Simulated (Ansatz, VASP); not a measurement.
**HfB3 in VASP and in Ansatz**

The input INCAR:

```
PREC = Accurate ; ENCUT = 520
EDIFF = 1E-6 ; ISMEAR = 0
SIGMA = 0.1 ; LREAL = False
LASPH = True ; NELM = 80
ALGO = Normal ; ISIF = 2
LWAVE = False ; LCHARG = False
GGA = PE ; NBANDS = 29
```

The input KPOINTS:

```
regular mesh
0
Gamma
  4 4 4
```

Contents of POSCAR:

```
HfB3
1.0
    4.3475085700      0.0000000000      0.0000000000
    0.0000000000      4.3475085700      0.0000000000
    0.0000000000      0.0000000000      4.3475085700
Hf B
2 6
Direct
    0.0000000000      0.0000000000      0.0000000000
    0.5000000000      0.5000000000      0.5000000000
    0.2500000000      0.0000000000      0.5000000000
    0.7500000000      0.0000000000      0.5000000000
    0.0000000000      0.5000000000      0.2500000000
    0.0000000000      0.5000000000      0.7500000000
    0.5000000000      0.7500000000      0.0000000000
    0.5000000000      0.2500000000      0.0000000000
```

Input for Ansatz:

```yaml
crystal:
  lattice:
    - [4.34750857, 0.0, 0.0]
    - [0.0, 4.34750857, 0.0]
    - [0.0, 0.0, 4.34750857]
  atoms:
    - { symbol: Hf, position: [0.0, 0.0, 0.0] }
    - { symbol: Hf, position: [0.5, 0.5, 0.5] }
    - { symbol: B, position: [0.25, 0.0, 0.5] }
    - { symbol: B, position: [0.75, 0.0, 0.5] }
    - { symbol: B, position: [0.0, 0.5, 0.25] }
    - { symbol: B, position: [0.0, 0.5, 0.75] }
    - { symbol: B, position: [0.5, 0.75, 0.0] }
    - { symbol: B, position: [0.5, 0.25, 0.0] }
basis:
  ecutwfc: 420
kpoints:
  mp_grid: { grid: [4, 4, 4] }
hamiltonian:
  xc: pbe
scf:
  occupations: { method: gaussian, width: 0.1 }
  lower_state_search: "off"
output:
  forces: true
  stress: true
  eigenvalues: true
```

Change from the starting cell: species swapped into the AlV3 type (Pm-3n, No. 223).

Alike in both runs: task single point; functional PBE; k mesh 4 × 4 × 4; occupations gaussian, width 0.1 eV; no spin polarisation.

|  | VASP | Ansatz |
| --- | --- | --- |
| version | VASP 6.6.1 | Ansatz 0.2.0 |
| potentials or method | VASP PAW PBE potentials, release 64 (Hf_pv, B) | scalar-relativistic, plane waves, PAW |
| plane-wave cutoff (eV) | 520 | 420 |
| valence electrons in the cell | 38 | 70 |

VASP gave:

| Item | Value |
| --- | --- |
| gap on the k mesh at the Fermi level (eV) | none |
| pressure (GPa) | 0.6 |

Problem. What did Ansatz give for the same quantities?

Solution. gap on the k mesh at the Fermi level (eV): none; pressure (GPa): 0.0.

A gap of «none» marks a metal or a gap that the smearing closes. The two sets of potentials don't hold the same shells in valence.

Caveats: the k mesh is coarse (spacing up to 0.36 Å⁻¹), so the values aren't converged. Spin-orbit coupling is left out, which matters for the levels of Hf.
